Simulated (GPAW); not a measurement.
SrO: band structure with LDA

SrO:

```
CELL_PARAMETERS angstrom
0.00000 2.56630 2.56630
2.56630 0.00000 2.56630
2.56630 2.56630 0.00000
ATOMIC_POSITIONS crystal
Sr 0.50000 0.50000 0.50000
O 0.00000 0.00000 0.00000
```

```yaml
Program: GPAW 26.7.0
Task: band structure
Functional: LDA
Potentials_or_basis: the program's PAW data sets (release 1.2.1) made for this functional
Cutoff: 800 eV
Basis: pw
k_mesh: 7 × 7 × 7
Occupations: fermi-dirac, width 0.05 eV
Spin: spin-orbit coupling, no magnetisation
Maxiter: 150
Band_path: GXWKGLUWLK,UX
Band_points: 60
spin_axis_theta_degrees: 0
spin_axis_phi_degrees: 0
Soc_after_scf: second variation
```

```
Pressure                : -3.2 GPa
Band gap on the k mesh  : 3.27 eV, indirect (least direct gap 3.34 eV)
Band gap along the path : 3.18 eV, indirect (least direct gap 3.23 eV)
```

Levels at the corners of the path, in eV from the valence-band top:
| point | band 12 | band 13 | band 14 | band 15 | band 16 | band 17 | band 18 | band 19 | band 20 | band 21 |
| --- | --- | --- | --- | --- | --- | --- | --- | --- | --- | --- |
| Γ | -0.07 | 0.00 | 0.00 | 0.00 | 0.00 | 3.83 | 3.83 | 6.17 | 6.17 | 6.17 |
| X | -0.43 | -0.13 | -0.13 | -0.05 | -0.05 | 3.18 | 3.18 | 7.83 | 7.83 | 10.14 |
| W | -1.15 | -0.48 | -0.48 | -0.38 | -0.38 | 5.94 | 5.94 | 5.94 | 5.94 | 8.70 |
| K | -0.98 | -0.58 | -0.58 | -0.46 | -0.46 | 4.70 | 4.70 | 7.82 | 7.82 | 8.80 |
| Γ | -0.07 | 0.00 | 0.00 | 0.00 | 0.00 | 3.83 | 3.83 | 6.17 | 6.17 | 6.17 |
| L | -2.24 | -1.14 | -1.14 | -1.13 | -1.13 | 6.51 | 6.51 | 8.23 | 8.23 | 8.86 |
| U | -0.98 | -0.58 | -0.58 | -0.46 | -0.46 | 4.70 | 4.70 | 7.82 | 7.82 | 8.80 |
| W | -1.15 | -0.48 | -0.48 | -0.38 | -0.38 | 5.94 | 5.94 | 5.94 | 5.94 | 8.70 |
| L | -2.24 | -1.14 | -1.14 | -1.13 | -1.13 | 6.51 | 6.51 | 8.23 | 8.23 | 8.86 |
| K | -0.98 | -0.58 | -0.58 | -0.46 | -0.46 | 4.70 | 4.70 | 7.82 | 7.82 | 8.80 |
| U | -0.98 | -0.58 | -0.58 | -0.46 | -0.46 | 4.70 | 4.70 | 7.82 | 7.82 | 8.80 |
| X | -0.43 | -0.13 | -0.13 | -0.05 | -0.05 | 3.18 | 3.18 | 7.83 | 7.83 | 10.14 |

Wall time 38 s on 1 thread of Arm Neoverse V1, on a shared host, peak memory 0.25 GiB.

Caveat: spin-orbit coupling was added after a scalar SCF, so levels and gaps hold it while energy, forces, pressure and moments don't; this program's spin-orbit splittings come out too wide for heavy elements; the mesh misses the band edges, which the band path finds closer together.
